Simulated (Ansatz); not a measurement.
## How settings move the G0W0 gap of MgS (Fm-3m)

A 2-atom cell of MgS started from a crystallographic database, relaxed with r2SCAN; one-shot G0W0 in Ansatz without spin-orbit coupling. Spin-unpolarised throughout; all numbers are computed.

```cif
data_structure
_symmetry_space_group_name_H-M 'Fm-3m'
_symmetry_Int_Tables_number 225
_cell_length_a 5.2030
_cell_length_b 5.2030
_cell_length_c 5.2030
_cell_angle_alpha 90.000
_cell_angle_beta 90.000
_cell_angle_gamma 90.000
_cell_volume 140.85
loop_
_atom_site_label
_atom_site_type_symbol
_atom_site_symmetry_multiplicity
_atom_site_Wyckoff_symbol
_atom_site_fract_x
_atom_site_fract_y
_atom_site_fract_z
_atom_site_occupancy
Mg1 Mg 4 a 0.00000 0.00000 0.00000 1
S1 S 4 b 0.50000 0.00000 0.00000 1
```

Gaps are read over the mesh points alone. G0W0 values are finite-basis, finite-mesh values.

| start | potentials | frequency model | mesh | empty bands | screening cutoff (eV) | Kohn-Sham gap (eV) | G0W0 gap (eV) |
| --- | --- | --- | --- | --- | --- | --- | --- |
| PBE | PAW | contour deformation | 6×6×6 | 79 | 100 | 2.79 | 4.09 |
| PBE | PAW | contour deformation | 6×6×6 | 193 | 180 | 2.79 | 4.25 |
| PBE | PAW | contour deformation | 6×6×6 | 374 | 260 | 2.79 | 4.31 |
| HSE06 | PAW | contour deformation | 6×6×6 | 193 | 180 | 3.80 | 4.73 |
| r2SCAN | PAW | contour deformation | 6×6×6 | 193 | 180 | 3.46 | 4.62 |
| PBE0 | PAW | contour deformation | 6×6×6 | 193 | 180 | 4.53 | 4.92 |
| PBE | PAW | Godby-Needs pole | 6×6×6 | 193 | 180 | 2.79 | 4.21 |
| PBE | PAW | contour deformation | 8×8×8 | 57 | 80 | 2.79 | 4.04 |
| PBE | norm-conserving | contour deformation | 6×6×6 | 193 | 180 | 2.79 | 4.21 |

The quasiparticle gap on this mesh is 4.31 eV (Γ to X), against 2.79 eV from PBE: +1.52 eV. Renormalisation factors Z lie between 0.76 and 0.82.

Raising bands and cutoff together moves the gap by +0.16 eV (100 to 180 eV), then +0.06 eV (180 to 260 eV); the last step is still large, so the basis limit isn't reached. Starting from HSE06 (3.80 eV against PBE's 2.79 eV) gives 4.73 eV, +0.48 eV from G0W0@PBE at the same screening cutoff. Starting from r2SCAN (3.46 eV against PBE's 2.79 eV) gives 4.62 eV, +0.37 eV from G0W0@PBE at the same screening cutoff. Starting from PBE0 (4.53 eV against PBE's 2.79 eV) gives 4.92 eV, +0.67 eV from G0W0@PBE at the same screening cutoff. The Godby-Needs plasmon pole differs from contour deformation by -0.04 eV. Norm-conserving potentials (wave cutoff 1143 eV against 420 eV) shift the quasiparticle gap by -0.04 eV and the PBE gap by 0.00 eV. r2SCAN runs take a wave cutoff of 500 eV.
